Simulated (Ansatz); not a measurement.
TiC:

```
CELL_PARAMETERS angstrom
0.00000 2.16572 2.16572
2.16572 0.00000 2.16572
2.16572 2.16572 0.00000
ATOMIC_POSITIONS crystal
Ti 0.00000 0.00000 0.00000
C 0.50000 0.50000 0.50000
```

The cell is a database's computed one.

Below is the output of Ansatz 0.2.0 for this cell. Logs are shortened: lines on timing, memory, paths and dates and some standing lists are left out, and cuts for length are marked.

```text
Warning: RAYON_NUM_THREADS=1 ignored (pool sized by the plan → 1); use --threads N
Engine: ansatz 0.2.0, aarch64-unknown-linux-gnu
Pseudopotentials: kind: paw
Pseudopotential: Ti, paw, valence charge 12, recommended cutoff 420 eV (normal), Ti.paw.azcp
Pseudopotential: C, paw, valence charge 4, recommended cutoff 420 eV (normal), C.paw.azcp
Functional definition: PBEsol
  exchange = pbesol_x
  correlation = pbesol_c
Crystal: 2 atoms, lattice volume = 20.316 Å³
Basis set: ecut = 420 eV, 411 PW (Γ), exchange–correlation on 48×48×48 points (8 copies of the dense FFT grid, shifted against one another)
Bands: 12, of which v1, the nominal top of the filled ones, is band 8 counted from 1 (7 counted from 0)
Symmetry: 48 space group operations
Space group: Fm-3m (ITA 225), of the structure as read, at distance tolerance 2.7e-5 Å
k-points: 35 of 729
Non-local potential: Ti, projectors of the file, l = 0: 3, l = 1: 2, l = 2: 3, l = 3: 1
Non-local potential: C, projectors of the file, l = 0: 2, l = 1: 2, l = 2: 1
PAW form: soft (Blöchl's): semilocal exchange-correlation on the pseudo side does not see the compensation charge
PAW frozen core: Ti, regenerated for the run's functional, and the local potential with it (the file was generated under x = pbe(κ = 0.804, μ = 0.2195149727645171), c = pbe(β = 0.06672455060314922))
PAW frozen core: C, regenerated for the run's functional, and the local potential with it (the file was generated under x = pbe(κ = 0.804, μ = 0.2195149727645171), c = pbe(β = 0.06672455060314922))
PAW one-centre angular grid: Ti, 590 points (default); XC on 64 Gauss nodes
PAW one-centre angular grid: C, 110 points (default); XC on 64 Gauss nodes
Initial density: superposition of atomic densities (neutral atoms: chi_scale 0, normalization atom), corrected by the library's trained network
Initial wavefunctions: pseudopotential atomic-orbital guess
Functional: x = pbesol(κ = 0.804, μ = 0.12345679012345678), c = pbesol(β = 0.046)
Partial waves of C: polarizable
Partial waves of Ti: polarizable
SCF iter   1: F=—  HF=-2722.411913 eV  |F-HF|=—  |Δ(HF+E_count)|=         —  Δρ=1.00e-2  dr2=2.27e-2  ethr=1.77e-3  ⟨swp⟩=4.3  Hψ=2011  notcnv=0
[... 78 lines left out ...]
  E_core_change = 0.160485  (= ΣΔE_core)
  E_smearing   = -0.000728  (= −TS)
  E_closure    = 0.000000  (closes the sum)
  Σ components = -2722.406303   (vs F -2722.406303, Δ=0.00e0)
--- Forces (eV/Å), atoms counted from 1 ---
  atom   1  Ti    -0.00000000     0.00000000    -0.00000000
  atom   2  C      0.00000000    -0.00000000     0.00000000
  max |Σ_I F_I| component: 3.06e-30 eV/Å
--- Stress (GPa, compression-positive) ---
       -6.689599      -0.000000      -0.000000
        0.000000      -6.689599      -0.000000
        0.000000      -0.000000      -6.689599
  P = ⅓ Tr σ = -6.6896 GPa (-66.896 kbar)
--- Band table (eV; the first three rows and the last of 35) ---
  k-point 0: bands = ["-41.7123", "-17.8494", "-17.8494", "-17.8494", "2.2077", "15.2488", "15.2488", "15.2488", "16.2854", "16.2854", "16.2854", "16.3185"]
  k-point 1: bands = ["-41.7035", "-17.9113", "-17.8552", "-17.8552", "2.4875", "14.1513", "14.4816", "14.4816", "15.6347", "15.6347", "16.7723", "18.1425"]
  k-point 2: bands = ["-41.6813", "-18.0652", "-17.8698", "-17.8698", "3.2720", "12.3134", "13.1642", "13.1642", "16.1646", "16.1646", "17.2822", "20.0253"]
  k-point 34: bands = ["-41.6137", "-18.1936", "-18.1301", "-18.0132", "5.1287", "11.0119", "11.5463", "12.0952", "17.0214", "17.5739", "18.2176", "19.5799"]
--- Elastic constants: 2 strain directions × 2 members + reference (group order 48) ---
  dense FFT box of the reference and of every strained cell: 24×24×24
  strains applied: 11, 23; error gains: componentwise 1.00 (the most a stress slope's error grows in a printed constant), spectral 1.73 (1 for all six strains in a standard setting)
  C = ∂σ_k/∂η_j (tension-positive GPa; Voigt order 11 22 33 23 13 12):
       491.702    114.365    114.365     -0.000      0.000     -0.000
       114.365    491.702    114.365     -0.000     -0.000      0.000
       114.365    114.365    491.702      0.000     -0.000     -0.000
         0.000      0.000      0.000    167.023     -0.000     -0.000
        -0.000     -0.000      0.000     -0.000    167.023      0.000
         0.000      0.000     -0.000     -0.000     -0.000    167.023
  reference stress σ⁰ (GPa):      6.690      6.690      6.690      0.000     -0.000      0.000
  C* (energy form; C + prestress term) asymmetry max|C*_kj − C*_jk| = 8.527e-14 GPa — a small one proves nothing (zero by symmetry where the batch's group is 432, −43m or m−3m); a large one is finite-difference/SCF noise where every solve meets its electron count
  moduli (Voigt/Reuss/Hill, GPa): K = 240.14/240.14/240.14   G = 175.68/175.06/175.37   E = 423.11   ν = 0.206
  mechanically stable: yes (min eigenvalue of sym C = 167.02 GPa)
  strain η (Voigt 11):  stress-route row diagonal C_11 = 491.70 GPa, energy-path curvature d²(F+E_count+ΔE)/dδ²/Ω₀ = 490.88 GPa
         δ    σ_11 (GPa)             F (eV)   n_scf  n_hpsi   n_pw
    -2.000e-3       5.6936       -2722.4078955       7   15617    411   relax 0 steps, max|allowed force component| 2.56e-30 eV/Å
     2.000e-3       7.6604       -2722.4044837       4   12810    411   relax 0 steps, max|allowed force component| 1.58e-30 eV/Å
  strain η (Voigt 23):  stress-route row diagonal C_44 = 167.02 GPa, energy-path curvature d²(F+E_count+ΔE)/dδ²/Ω₀ = 163.15 GPa
         δ    σ_23 (GPa)             F (eV)   n_scf  n_hpsi   n_pw
    -2.000e-3      -0.3340       -2722.4062717       5   22987    411   relax 0 steps, max|allowed force component| 3.11e-30 eV/Å
     2.000e-3       0.3340       -2722.4062717       4   19765    411   relax 0 steps, max|allowed force component| 2.37e-30 eV/Å
```

Problem. What input gives this log?

Solution. Elastic constants with PBEsol, no spin polarisation. The files as run (others can give the same):

input.yaml
```yaml
crystal:
  lattice:
    - [0.0, 2.1657188437, 2.1657188437]
    - [2.1657188437, 0.0, 2.1657188437]
    - [2.1657188437, 2.1657188437, 0.0]
  atoms:
    - { symbol: Ti, position: [0.0, 0.0, 0.0] }
    - { symbol: C, position: [0.5, 0.5, 0.5] }
hamiltonian:
  xc: pbesol
  pseudopotentials: { kind: paw, partial_waves: polarizable }
kpoints:
  mp_grid: { grid: [9, 9, 9] }
scf:
  occupations: { method: fermi_dirac, width: 0.025 }
output:
  forces: true
  stress: true
elastic:
  mode: relaxed_ion
  stencil: two_point
accuracy: medium
```

Potentials or basis: Ansatz PAW polarizable.
Run with:
```console
$ ansatz run input.yaml --threads 1 --pin off --max-ram 2560MiB --backend cpu --events-out ev --progress --plain --runs-dir out
```

Caveat: the cell is more than 3 GPa from zero pressure, which shifts response properties; elastic constants of metals need much finer meshes, so these are rough; the PAW data sets come from PBE, with cores solved anew for the run's functional, which leaves a small shift of forces and pressure.
